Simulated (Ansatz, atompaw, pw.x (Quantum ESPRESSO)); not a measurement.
## From atom to crystal: PAW (atompaw) potential for boron

boron, PAW, made with atompaw 4.2.0.5 (PBE, scalar-relativistic). Core [He], reference 2s2 2p1. Waves: 2s (bound): rc 3.00 bohr; 2s channel at 0.1 Ry: rc 3.00 bohr; 2p (bound): rc 3.00 bohr; 2p channel at 0.75 Ry: rc 3.00 bohr; 3d channel at 0.25 Ry: rc 2.55 bohr; 3d channel at 0.95 Ry: rc 2.55 bohr. Local part: bessel scheme, radius 2.35 bohr. Core correction: smooth core density matched at 2.95 bohr. Augmentation charge: sinc compensation charge, radius 2.85 bohr; PAW radius 3.00 bohr; waves and projectors: custom rrkj gramschmidtortho.

Atomic tests: cutoffs needed: 6 Ry and 8 Ry (the cutoffs (Ry, on a coarse ladder) from which the occupation-weighted sum of valence levels, in a spherical-Bessel basis at the reference potential, stays within 10 and 1 mRy of its value at 400 Ry); ghost test: no extra level below or beside the all-electron valence levels (s, p, d, f tested) (spherical-Bessel basis up to 400 Ry, 20 bohr box); lowest eigenvalue of the overlap operator: 0.25 (s channel).

Crystal test: bcc B in pw.x 7.5, no spin, 18³ k-points, Fermi–Dirac smearing 0.01 Ry, cutoffs 40/400 Ry. The reference is all-electron LAPW (Ansatz 0.2.0) with the same functional, mesh and smearing; V0 and B0 come from Birch–Murnaghan fits to the pressures at five volumes. Errors are pseudo minus all-electron; Δ is the rms difference of the E(V) curves that follow from these fits, minima aligned, over ±6 % about the mean V0. Mesh and smearing are coarse, so the numbers serve the comparison and aren't converged zero-temperature values; the lattice is a test structure that the element need not adopt.

All-electron: a0 = 2.308 Å (V0 = 6.15 Å³/atom), B0 = 225.7 GPa.

Problem. How far does the potential miss the all-electron equation of state?

Solution. converged, but broken (pressure over 100 GPa off). The pressure does not cross zero within the volumes sampled, so no fit is given. The largest radius (3.00 bohr) exceeds half the bond length (1.89 bohr), so the spheres overlap, which is one possible source of error among others. A pressure error of this size marks a broken potential; the numbers have no physical meaning.

```tsv
V (Å³/atom)	P all-electron (GPa)	P pseudo (GPa)
5.869	11.78	122.32
6.024	4.93	119.91
6.178	-1.02	113.94
6.332	-6.17	106.25
6.487	-10.61	97.78
```

Problem. At the middle volume, how do free energy and pressure move when the wave cutoff is lowered (ecutrho held at 400 Ry)?

Solution.

```csv
cutoff (Ry),shift of F (meV/atom),shift of P (GPa)
18,+6.4,+0.00
24,+1.3,-0.05
32,+0.4,-0.04
```

The 8 pw.x runs together took about 54 s on one core of a shared server CPU.
